## How deep do the levels under the Fermi energy lie?

At a given k point of a metal, how far under the Fermi energy do the first few levels lie? Their mean spacing can be estimated from a count of electrons and a rough idea of how wide the filled bands are. The depth at which the ladder starts does not follow from the count and is fitted here to computed levels, so the finished rule holds for this cell only. The test case is a hexagonal cell of tantalum nitride with three TaN units, computed with a gradient-corrected functional. Its atoms are displaced at random by about 0.05 Å, so these are not the levels of the crystal at rest.

Kohn–Sham levels of a six-atom TaN cell, atoms displaced at random by about 0.05 Å, relative to the Fermi energy. Computed with ABACUS 3.10.1 using PBE, plane waves to 1142.88 eV, PseudoDojo NC SR 0.4.1 PBE standard pseudopotentials, a 6×6×9 k mesh and Fermi–Dirac smearing of 0.05 eV, without spin polarisation or spin–orbit coupling.

| point a (reciprocal cell vector) | point b (reciprocal cell vector) | point c (reciprocal cell vector) | level point (row) | level under 4 (eV) | level under 3 (eV) | level under 2 (eV) | level under 1 (eV) | level over 1 (eV) | level over 2 (eV) |
| --- | --- | --- | --- | --- | --- | --- | --- | --- | --- |
| 0.0000 | 0.0000 | 0.0000 | 1 | -3.269 | -1.856 | -0.984 | -0.766 | 0.574 | 0.743 |
| 0.0000 | 0.1667 | 0.0000 | 2 | -3.844 | -3.525 | -2.570 | -1.000 | 0.097 | 0.775 |
| 0.5000 | 0.1667 | 0.0000 | 3 | -4.088 | -3.807 | -2.969 | -2.148 | 1.182 | 1.493 |
| 0.0000 | 0.0000 | 0.3333 | 4 | -4.805 | -4.547 | -2.316 | -2.239 | 0.229 | 1.542 |
| 0.3333 | 0.5000 | 0.3333 | 5 | -4.197 | -2.415 | -1.851 | -0.942 | 1.304 | 1.369 |
| 0.3333 | 0.3333 | 0.4444 | 6 | -4.004 | -2.540 | -2.224 | -1.666 | 2.111 | 2.469 |
| 0.1667 | -0.3333 | 0.4444 | 7 | -4.177 | -2.938 | -2.332 | -0.107 | 1.835 | 2.032 |

The columns "point a", "point b" and "point c" locate each k point in the reciprocal cell. "Level under 1" is the nearest level below the Fermi energy, which is the zero of the scale, and "level under 4" is the fourth one down. Averaged over the seven points, these levels descend in nearly equal steps of about 0.9 eV.

### Where the step comes from

The size of the step can be estimated from a count of bands and the width they share. In this calculation each Ta brings 13 electrons and each N brings 5, so the cell holds 54 electrons, enough to fill 27 bands on average. Fifteen of these lie well below the rest: the Ta 5s, Ta 5p and N 2s bands. The twelve that remain are nominally nine N 2p and three Ta 5d bands, mixed by the Ta–N bonds.

Every k point must place about twelve levels in the same range of energy. If that range is roughly 9 eV wide, a recalled figure, the mean step is 9/12 ≈ 0.8 eV, close to what the table gives. The table stops at the fourth level down, so it tests neither this width nor an even spread of the levels over it. The count also tells what happens if the same crystal is described with a doubled cell. Each k point then carries twice as many levels in the same range, and the mean step halves.

### Why the first level lies deeper than half a step

If an even ladder were placed at random about the Fermi energy, its first rung would lie half a step down on average, near 0.5 eV. The computed mean is 1.3 eV. Uneven spacing alone can widen the interval around a fixed energy, so the depth of the first level does not by itself show that states are scarce there.

Two other readings do point to scarcity. Counting levels at the seven points gives about 0.9 states per eV and cell within 0.5 eV of the Fermi energy, but 1.9 in the range from 0.5 to 3 eV below it. The first count rests on only three levels. The electronic entropy of the same run, which grows with the density of states at the Fermi energy, also leads to about 0.9.

### The rule and two worked points

A straight ladder fitted by least squares to the four lower levels of all seven rows, with its constants rounded for use by hand, gives

E(n) ≈ −(0.3 + 0.9 n) eV,

where n = 1 is the first level under the Fermi energy. For n = 3 this is −(0.3 + 2.7) = −3.0 eV. The full ladder is −1.2, −2.1, −3.0 and −3.9 eV, the same at every k point.

At level point 6 the rule works well. The third level is computed at −2.54 eV, about 0.5 eV above the estimate, and none of the other three levels misses by more than about 0.5 eV. At level point 4 it does badly: the third level lies at −4.55 eV, 1.5 eV below the estimate. Both points were part of the fit.

Over the whole table the rule misses the computed levels by 0.7 eV (root mean square). A single number for all four levels would miss by 1.2 eV. Some of this gain is automatic, because levels sorted by energy must descend. The output printed after the text gives the misses row by row, in the order of the table.

### Where the rule fails

The rule has no k in it, whereas real bands rise and fall as the phase between neighbouring cells changes. Level points 1 and 4 differ only in their position along the short axis of the cell. All four levels lie above the rule at the first and below it at the second. The columns count positions, not bands, so a band that crosses the Fermi energy between the two points would also shift the list by one place.

Even spacing is also unsafe on this axis. In the undistorted hexagonal crystal, symmetry allows pairs of levels to coincide there. The close pair at −2.24 and −2.32 eV at level point 4 may be such a pair, split by the displacements; a run on the undistorted crystal would decide.

The ladder should not be mirrored above the Fermi energy. There the first two levels are only 0.4 eV apart on average, about half the step below. Very close to the Fermi energy, even the side on which a computed level lies is unsafe: spin–orbit coupling, left out here, can move Ta 5d levels by tenths of an eV, and level point 7 has a level at −0.11 eV.

The analysis program printed:

```
mean of first level under the Fermi energy, eV: -1.267
mean of second level under, eV: -2.178
mean of third level under, eV: -3.09
mean of fourth level under, eV: -4.055
least-squares step of the ladder, eV per level: 0.9276
least-squares offset of the ladder, eV: 0.3284
hand rule for level 1, eV: -1.2
hand rule for level 2, eV: -2.1
hand rule for level 3, eV: -3
hand rule for level 4, eV: -3.9
Hand rule less computed level, eV:
     row  level 1  level 2  level 3  level 4  mean miss  rms miss
     0.0   -0.434   -1.116   -1.144   -0.631    -0.8312    0.8861
     0.0     -0.2     0.47    0.525   -0.056     0.1847    0.3673
     0.5    0.948    0.869    0.807    0.188      0.703    0.7649
     0.0    1.039    0.216    1.547    0.905     0.9267     1.041
  0.3333   -0.258   -0.249   -0.585    0.297    -0.1987    0.3738
  0.3333    0.466    0.124    -0.46    0.104     0.0585    0.3372
  0.1667   -1.093    0.232   -0.062    0.277    -0.1615    0.5764
rms miss of hand rule over all rows and four levels, eV: 0.6735
rms miss of fitted ladder with each row left out in turn, eV: 0.753
rms miss of one single number for all levels, eV: 1.232
rms miss for levels 2 to 4 of ladder hung from own top level, eV: 0.6823
rms miss for levels 2 to 4 of hand rule, eV: 0.6553
counted states within 0.5 eV of the Fermi energy, per eV and cell: 0.8571
counted states from 3 to 0.5 eV under it, per eV and cell: 1.943
states at the Fermi energy from the entropy term, per eV and cell: 0.8544
states of the even ladder, per eV and cell: 2.156
step from 12 filled bands over roughly 9 eV (recalled width), eV: 0.75
mean of first level over the Fermi energy, eV: 1.047
mean of second level over, eV: 1.489
mean step between the two levels over, eV: 0.4416
rms miss of mirrored hand rule for first level over, eV: 0.7364
rms miss of mirrored hand rule for second level over, eV: 0.8411
mean separation across the Fermi energy at one k point, eV: 2.314
```
